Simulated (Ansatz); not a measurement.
## CuO (Tenorite) in Ansatz: the effect of target pressure

The system is CuO (Tenorite).

```
Cu O
1.0
     2.34185   -1.71130    0.00000
     2.34185    1.71130    0.00000
    -0.85003    0.00000    5.05787
Cu O
2 2
Direct
  0.50000 0.00000 0.50000
  0.00000 0.50000 0.00000
  0.41840 0.58160 0.75000
  0.58160 0.41840 0.25000
```

Alike in all runs:

| Property | Result |
| --- | --- |
| Program | Ansatz 0.2.0 |
| Task | relaxation of cell and atoms |
| Functional | r2SCAN |
| Potentials or basis | Ansatz PAW |
| Cutoff | 500 eV (not typed: the program's choice for these potentials) |
| k mesh | 10 × 10 × 5 |
| Occupations | fermi-dirac, width 0.05 eV |
| Spin | no spin polarisation |

Each run relaxes the cell or the atoms first.

One run gave: relaxed volume 8.85 Å³/atom. Which target pressure did it use?
A. 2 GPa
B. 5 GPa
C. 20 GPa
D. 0 GPa
E. 10 GPa

C.

| target pressure | relaxed volume (Å³/atom) |
| --- | --- |
| 0 GPa | 10.73 |
| 2 GPa | 10.60 |
| 5 GPa | 10.41 |
| 10 GPa | 9.54 |
| 20 GPa | 8.85 |
| 30 GPa | 8.40 |

Caveats: the plane-wave basis is chosen anew once the cell has moved, so the energies of steps on either side of that aren't comparable; the run has no spin polarisation, though such a crystal can be magnetic; the PAW data sets come from PBE, with cores solved anew for the run's functional, which leaves a small shift of forces and pressure; the volume moved by over 15 % at a fixed basis, so the end points are rough (some runs).
